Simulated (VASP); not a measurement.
Al:

```
Al
1.0
     0.00000    2.02481    2.02481
     2.02481    0.00000    2.02481
     2.02481    2.02481    0.00000
Al
1
Direct
  0.00000 0.00000 0.00000
```

Program: VASP 6.6.1. Alike in all runs: task band structure; no spin polarisation; cell as given; k mesh 11 × 11 × 11; cutoff (eV) 520; smearing fermi-dirac 0.05 eV.

Task: Order these runs on this cell by their pressure, lowest first.
A. level PBEsol; potentials or basis VASP PAW PBE potentials, release 64 (Al)
B. level LDA; potentials or basis VASP PAW LDA potentials, release 64 (Al)
C. level RPBE; potentials or basis VASP PAW PBE potentials, release 64 (Al)

Result: B (-3.6 GPa), A (-1.9 GPa), C (0.8 GPa).

Caveats: the PAW data sets were made with another functional, which shifts forces and pressure a little (some runs).
